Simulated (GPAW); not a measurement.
# AlNi (C2/m) in GPAW: settings compared

The runs below take AlNi through band structure, density of states, with LDA, SOGGA+U.

All numbers are computed with GPAW 26.7.0; they aren't measurements. Logs are shortened: lines on timing, memory, paths and dates and some standing lists are left out, and cuts for length are marked. The log counts tension as positive stress, the text compression.

**1. Starting point**

Symmetry: C2/m, No. 12, monoclinic system. Conventional cell: a = 4.601 Å, b = 2.789 Å, c = 4.111 Å, α = 90.00°, β = 109.27°, γ = 90.00°. Ni (site symmetry 2/m) has 6 Al at 2.48 to 2.53 Å and 6 Ni at 2.69 to 2.79 Å as nearest neighbours. Al (site symmetry 2/m) is surrounded by 6 Ni at 2.48 to 2.53 Å and 6 Al at 2.69 to 2.79 Å.

The cell comes from a database or a generator and needn't be the stable form of this composition.

**2. Band structure, LDA, collinear spin, ferromagnetic start**

The input, run.py:

```python
import spglib
from ase import Atoms
from ase.dft.bandgap import bandgap
from ase.io import read, write
from ase.units import GPa
from gpaw import GPAW, PW

atoms = read('AlNi.cif')
cell, positions, numbers = spglib.find_primitive(
    (atoms.cell[:], atoms.get_scaled_positions(), atoms.numbers), symprec=1e-4)
atoms = Atoms(numbers, cell=cell, scaled_positions=positions, pbc=True)
atoms.set_initial_magnetic_moments([1.0, 0.0])

calc = GPAW(mode=PW(600),
            xc='LDA',
            kpts={'size': (10, 10, 6), 'gamma': True},
            occupations={'name': 'fermi-dirac', 'width': 0.05},
            setups={'Ni': '10'},
            nbands=-11,
            convergence={'density': 1e-05, 'energy': 1e-05},
            maxiter=50,
            txt='gpaw.txt')
atoms.calc = calc
energy = atoms.get_potential_energy()
forces = atoms.get_forces()
stress = atoms.get_stress()
calc.write('gs.gpw')
write('result.traj', atoms)
print(f'Energy: {energy:.6f} eV')
print('Forces (eV/A):')
print(forces.round(4))
print('Stress (GPa):', (stress / GPa).round(3))
print('Moments:', calc.get_magnetic_moments().round(3))
print('Fermi level:', round(calc.get_fermi_level(), 4), 'eV')
print(f'Gap: {bandgap(calc)[0]:.4f} eV, direct: {bandgap(calc, direct=True)[0]:.4f} eV')

path = atoms.cell.bandpath('GYFLI,I1ZF1,YX1,XGN,MG', npoints=100, eps=1e-4)
bs_calc = calc.fixed_density(kpts=path, symmetry='off', nbands=-19,
                             convergence={'bands': 'CBM+6.0', 'eigenstates': 1e-6}, txt='bands.txt')
bs = bs_calc.band_structure()
bs.write('bs.json')
print(f'Gap on the path: {bandgap(bs_calc)[0]:.4f} eV')
```

The input, AlNi.cif:

```cif
data_AlNi
_cell_length_a 4.60136200
_cell_length_b 2.78936000
_cell_length_c 4.11106591
_cell_angle_alpha 90.00000000
_cell_angle_beta 109.26581165
_cell_angle_gamma 90.00000000
_space_group_name_H-M_alt 'C2/m'
_space_group_name_Hall '-C 2y'
_space_group_IT_number 12
loop_
_space_group_symop_operation_xyz
'x,y,z'
'-x,-y,-z'
'-x,y,-z'
'x,-y,z'
'x+1/2,y+1/2,z'
'-x+1/2,-y+1/2,-z'
'-x+1/2,y+1/2,-z'
'x+1/2,-y+1/2,z'
loop_
_atom_site_label
_atom_site_type_symbol
_atom_site_symmetry_multiplicity
_atom_site_Wyckoff_symbol
_atom_site_fract_x
_atom_site_fract_y
_atom_site_fract_z
_atom_site_occupancy
Ni1 Ni 2 d 0.5000000000 0.0000000000 0.5000000000 1
Al1 Al 2 a 0.0000000000 0.0000000000 0.0000000000 1
```

Potentials or basis: the program's PAW data sets (release 1.2.1) made for this functional, other valence, pw.

The run is started by

```bash
> OMP_NUM_THREADS=1 python run.py
```

gpaw.txt:

```text
__  _  _
 | _ |_)|_||  |
 |__||  | ||/\| - 26.7.0

Input parameters:
  mode=PW(ecut=600.0),
  convergence={'density': 1e-05, 'energy': 1e-05},
  kpts=MonkhorstPack(size=(10, 10, 6), gamma=True),
  maxiter=50,
  nbands=-11,
  occupations=Occupations(name='fermi-dirac', width=0.05),
  setups={'Ni': '10'},
  xc=XC(name='LDA')

Diagonalizing LCAO Hamiltonian
Converting LCAO to pw mode

           Ni

       Al

Atoms  # Å, Bohr magnetons
|   | symbol |        x |        y |        z |    initial magnetic moments |
|---|--------|----------|----------|----------|-----------------------------|
| 0 |     Ni | 1.622455 | 0.000000 | 1.940419 | ( 0.0000,  0.0000,  1.0000) |
| 1 |     Al | 0.000000 | 0.000000 | 0.000000 | ( 0.0000,  0.0000,  0.0000) |

Unit cell  # Å
| periodic |         x |         y |        z |  lengths |     angles |
|----------|-----------|-----------|----------|----------|------------|
|      yes |  2.300681 | -1.394680 | 0.000000 | 2.690402 | 106.388906 |
|      yes |  2.300681 |  1.394680 | 0.000000 | 2.690402 | 106.388906 |
|      yes | -1.356451 |  0.000000 | 3.880838 | 4.111066 |  62.448749 |

Number of symmetries: 4
Symmetry operations  # r_c * U_cc + t_c -> r_c
|   | kind |            matrix            |
|---|------|------------------------------|
| 0 |  E   |  1, 0, 0,  0, 1, 0,  0, 0, 1 |
| 1 |  σ   |  0, 1, 0,  1, 0, 0,  0, 0, 1 |
| 2 |  C2  |  0,-1, 0, -1, 0, 0,  0, 0,-1 |
| 3 |  i   | -1, 0, 0,  0,-1, 0,  0, 0,-1 |

BZ-sampling:
  Number of BZ points: 600
  Number of IBZ points: 172

  Monkhorst-Pack size: [10, 10, 6]
  Monkhorst-Pack shift: [0.05, 0.05, 0.08333333333333333]

K-points  # in reciprocal-cell coordinates
|     |                                coordinates |     weight |
|-----|--------------------------------------------|------------|
|   0 | (  0.00000000,   0.00000000,   0.00000000) | 0.00166667 |
|   1 | (  0.00000000,   0.00000000,   0.16666667) | 0.00333333 |
|   2 | (  0.00000000,   0.00000000,   0.33333333) | 0.00333333 |
|   3 | (  0.00000000,   0.00000000,   0.50000000) | 0.00166667 |
|   4 | (  0.10000000,  -0.10000000,   0.00000000) | 0.00333333 |
|   5 | (  0.10000000,  -0.10000000,   0.16666667) | 0.00666667 |
|   6 | (  0.10000000,  -0.10000000,   0.33333333) | 0.00666667 |
|   7 | (  0.10000000,  -0.10000000,   0.50000000) | 0.00333333 |
|   8 | (  0.10000000,   0.00000000,  -0.33333333) | 0.00666667 |
|   9 | (  0.10000000,   0.00000000,  -0.16666667) | 0.00666667 |
| ... |                                            |            |
| 171 | (  0.50000000,   0.50000000,   0.50000000) | 0.00166667 |

Plane wave coefficients: 850
Cutoff: 600.0 eV

Spin-components: 2 (collinear spins)
Bands:           18
Projectors:      11
Spin-degeneracy: 1
Datatype:        complex128

Parallelization:
  kpt:    1
  domain: 1
  band:   1

Density:
  Valence electrons: 13.0
  Components: 2
  Grid points: [16 16 24]
  Charge: 0.0  # |e|

Potential:
  Grid points: [16 16 24]

species:
  Ni:
    name:    Nickel
    Z:       28.0
    valence: 10
    core:    18
    charge:  0.0  # [|e|]
    compensation charges:
      type: gauss
      rc: 0.30  # [Å]
      lmax: 2
    cutoffs:
      filter: 1.77  # [Å]
      core: 2.43  # [Å]
    projectors
    | kind |    occ | energy [eV] | rcut [Å] |
    |------|--------|-------------|----------|
    |   4s |  2.000 |      -5.858 |    0.953 |
    |   4p |  0.000 |      -1.338 |    1.005 |
    |   3d |  8.000 |      -9.141 |    0.953 |
    |    s |        |      21.353 |    0.953 |
    |    p |        |      25.873 |    1.005 |
    |    d |        |      18.071 |    0.953 |

    Using partial waves for Ni as LCAO basis

  Al:
    name:    Aluminium
    Z:       13.0
    valence: 3
    core:    10
    charge:  0.0  # [|e|]
    compensation charges:
      type: gauss
      rc: 0.34  # [Å]
      lmax: 2
    cutoffs:
      filter: 1.91  # [Å]
      core: 2.36  # [Å]
    projectors
    | kind |    occ | energy [eV] | rcut [Å] |
    |------|--------|-------------|----------|
    |   3s |  2.000 |      -7.830 |    1.085 |
    |   3p |  1.000 |      -2.783 |    1.085 |
    |    s |        |      19.382 |    1.085 |
    |    p |        |      24.428 |    1.085 |
    |    d |        |       0.000 |    1.085 |

    Using partial waves for Al as LCAO basis

Reference energy: -47879.017176  # eV

eigensolver:
  PPCG
  Converge bands: occupied
  niter=2

density mixing:
  MSR1-Mixer
  Pratt-step length: 0.05
  Maximum mixing coefficient: 0.75
  Old densities: 10
  SVD Regularization: 0.005
  Good broyden scale: 1.0
  Trust region scale: 1.0
  Backstep threshold: 4.0
  History deletion threshold: 6.0
  Fourier metric: weight=20.0, sigma=0.015

occupation numbers:
  Fermi-Dirac:
    width: 0.0500  # eV

poisson solver:
  ecut: 4800.0  # eV

xc functional:
  name: None

convergence criteria:
- Maximum integral of absolute [dens]ity change: 1e-05 electrons / valence electron
- Maximum [total energy] change in last 3 cyles: 1e-05 eV / valence electron
- Maximum integral of absolute [eigenst]ate change: 4e-08 eV^2 / valence electron
maximum number of iterations: 50

SCF iterations
|iter     | |      energy | eigst |  dens |  magmom |
|---------|-|-------------|-------|-------|---------|
|iter:   1| |  -13.435526 | +0.38 |       |  +1.0029|
|iter:   2| |  -13.285574 | -1.97 | -0.87 |  +0.9625|
|iter:   3| |  -13.209795 | -2.45 | -0.95 |  +0.7185|
|iter:   4| |  -13.264867 | -2.65 | -1.18 |  +0.3463|
|iter:   5| |  -13.279926 | -2.76 | -1.47 |  +0.0717|
|iter:   6| |  -13.282088 | -3.75 | -1.91 |  -0.0223|
|iter:   7| |  -13.282347 | -4.34 | -2.18 |  -0.0071|
|iter:   8| |  -13.282361 | -5.46 | -2.77 |  -0.0054|
|iter:   9| |  -13.282366c| -6.67 | -3.25 |  -0.0009|
|iter:  10| |  -13.282366c| -7.98c| -4.05 |  -0.0004|
|iter:  11| |  -13.282366c| -8.09c| -4.44 |  -0.0000|
|iter:  12| |  -13.282366c| -9.08c| -5.50c|  -0.0000|

Converged in 12 steps
Energy contributions relative to reference atoms: (reference = -47879.017176)

Energy contributions:
  Kinetic:          16.568626
  Coulomb:         -11.615629
  Zero:             -0.079006
  External:          0.000000
  Xc:              -18.152986
  Entropy:          -0.006742
  Spinorbit:         0.000000
  ----------------------------
  Free energy:     -13.285737
  Extrapolated:    -13.282366

dipole moment: (-5.583095, -0.000000, -6.677251)  # |e|*Ang

Total magnetic moment: (0.000000, 0.000000, -0.000003)

Local magnetic moments
|        x |        y |         z |
|----------|----------|-----------|
| 0.000000 | 0.000000 |  0.000001 |  # Ni   0
| 0.000000 | 0.000000 | -0.000002 |  # Al   1

Fermi level: 8.855
Eigenvalues  # (at kpt = [0.000, 0.000, 0.000])
| band index |      eig [eV] | occ [0-1] |      eig [eV] | occ [0-1] |
|------------|---------------|-----------|---------------|-----------|
|          0 |        -1.986 |     1.000 |        -1.986 |     1.000 |
|          1 |         5.209 |     1.000 |         5.209 |     1.000 |
|          2 |         6.979 |     1.000 |         6.979 |     1.000 |
|          3 |         7.171 |     1.000 |         7.171 |     1.000 |
|          4 |         7.289 |     1.000 |         7.289 |     1.000 |
|          5 |         7.498 |     1.000 |         7.498 |     1.000 |
|          6 |         7.631 |     1.000 |         7.631 |     1.000 |
|          7 |        11.570 |     0.000 |        11.570 |     0.000 |
|          8 |        22.492 |     0.000 |        22.492 |     0.000 |
|          9 |        22.622 |     0.000 |        22.622 |     0.000 |
|         10 |        23.632 |     0.000 |        23.632 |     0.000 |
|         11 |        24.028 |     0.000 |        24.028 |     0.000 |
|         12 |        26.827 |     0.000 |        26.827 |     0.000 |
|         13 |        28.090 |     0.000 |        28.090 |     0.000 |
|         14 |        28.237 |     0.000 |        28.237 |     0.000 |
|        ... |               |           |               |           |
|         17 |        28.812 |     0.000 |        28.813 |     0.000 |

No gap
No difference between direct/indirect transitions

Forces  # eV/Ang
|       x |       y |       z |
|---------|---------|---------|
| 0.00000 | 0.00000 | 0.00000 |  # Ni   0
| 0.00000 | 0.00000 | 0.00000 |  # Al   1

Stress tensor  # eV/Ang^3
|        x |         y |         z |
|----------|-----------|-----------|
| 0.067475 |  0.000000 |  0.003943 |
| 0.000000 |  0.077847 | -0.000000 |
| 0.003943 | -0.000000 |  0.079443 |

# Writing to gs.gpw (mode='')
```

It took 3.7 min on 1 thread of Arm Neoverse N1, shared host; peak memory 0.36 GiB.

What came out:

| Item | Value |
| --- | --- |
| Free energy | -13.2857 eV |
| Pressure | -12.0 GPa |
| Band gap along the path | none (metal or under the smearing width) |
| Net moment | 0.00 μB per cell |

Levels at the corners of the path, in eV from the Fermi level:
Spin up:
| point | band 5 | band 6 | band 7 | band 8 | band 9 | band 10 |
| --- | --- | --- | --- | --- | --- | --- |
| Γ | -1.57 | -1.36 | -1.22 | 2.71 | 13.64 | 13.77 |
| Y | -1.67 | -0.42 | 0.47 | 1.24 | 4.80 | 6.86 |
| F | -1.59 | -0.59 | 0.55 | 3.91 | 4.96 | 6.81 |
| L | -1.80 | -0.42 | 0.53 | 2.40 | 5.31 | 8.54 |
| I | -2.05 | -0.57 | 0.91 | 2.02 | 2.02 | 6.71 |
| I1 | -2.05 | -0.57 | 0.91 | 2.02 | 2.02 | 6.71 |
| Z | -1.57 | -1.30 | -1.17 | 9.72 | 12.59 | 13.70 |
| F1 | -1.59 | -0.59 | 0.55 | 3.91 | 4.96 | 6.81 |
| Y | -1.67 | -0.42 | 0.47 | 1.24 | 4.80 | 6.86 |
| X1 | -2.10 | -0.73 | 1.27 | 1.98 | 2.84 | 5.24 |
| X | -2.10 | -0.73 | 1.27 | 1.98 | 2.84 | 5.24 |
| Γ | -1.57 | -1.36 | -1.22 | 2.71 | 13.64 | 13.77 |
| N | -1.48 | -0.61 | -0.48 | 1.06 | 3.66 | 8.38 |
| M | -1.58 | -0.48 | 0.37 | 2.78 | 5.64 | 7.82 |
| Γ | -1.57 | -1.36 | -1.22 | 2.71 | 13.64 | 13.77 |
Spin down:
```tsv
point	band 5	band 6	band 7	band 8	band 9	band 10
Γ	-1.57	-1.36	-1.22	2.71	13.64	13.77
Y	-1.67	-0.42	0.47	1.24	4.80	6.86
F	-1.59	-0.59	0.55	3.91	4.96	6.81
L	-1.80	-0.42	0.53	2.40	5.31	8.54
I	-2.05	-0.57	0.91	2.02	2.02	6.71
I1	-2.05	-0.57	0.91	2.02	2.02	6.71
Z	-1.57	-1.30	-1.17	9.72	12.59	13.70
F1	-1.59	-0.59	0.55	3.91	4.96	6.81
Y	-1.67	-0.42	0.47	1.24	4.80	6.86
X1	-2.10	-0.73	1.27	1.98	2.84	5.24
X	-2.10	-0.73	1.27	1.98	2.84	5.24
Γ	-1.57	-1.36	-1.22	2.71	13.64	13.77
N	-1.48	-0.61	-0.48	1.06	3.66	8.38
M	-1.58	-0.48	0.37	2.78	5.64	7.82
Γ	-1.57	-1.36	-1.22	2.71	13.64	13.77
```

[end of part 1 of 2]
